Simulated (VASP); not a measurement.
# BAs: phonons with PBEsol

BAs:

```
CELL_PARAMETERS angstrom
0.00000 2.30271 2.30271
2.30271 0.00000 2.30271
2.30271 2.30271 0.00000
ATOMIC_POSITIONS crystal
B 0.00000 0.00000 0.00000
As 0.25000 0.25000 0.25000
```

| Item | Value |
| --- | --- |
| Program | VASP 6.6.1 |
| Task | phonons |
| Functional | PBEsol |
| Potentials or basis | VASP PAW PBE potentials, release 64 (B, As) |
| Cutoff | 600 eV |
| k mesh | 10 × 10 × 10 |
| Occupations | gaussian, width 0.03 eV |
| Spin | no spin polarisation |
| By perturbation theory | no |
| Further INCAR settings | ALGO = Normal; EDIFF = 1e-08; IBRION = 6; POTIM = 0.015; NSW = 1 |

```
Highest phonon frequency at Γ, LO-TO splitting left out : 772 cm⁻¹
```

Phonon frequencies in cm⁻¹ (negative: imaginary):
| q point | frequencies |
| --- | --- |
| (0.000, 0.000, 0.000) | 0 0 0 772 772 772 |

Run time: 120 s on 1 thread of Intel(R) Xeon(R) Platinum 8259CL CPU @ 2.50GHz (Skylake/Cascade Lake), with other jobs on the host, peak memory 0.23 GiB.
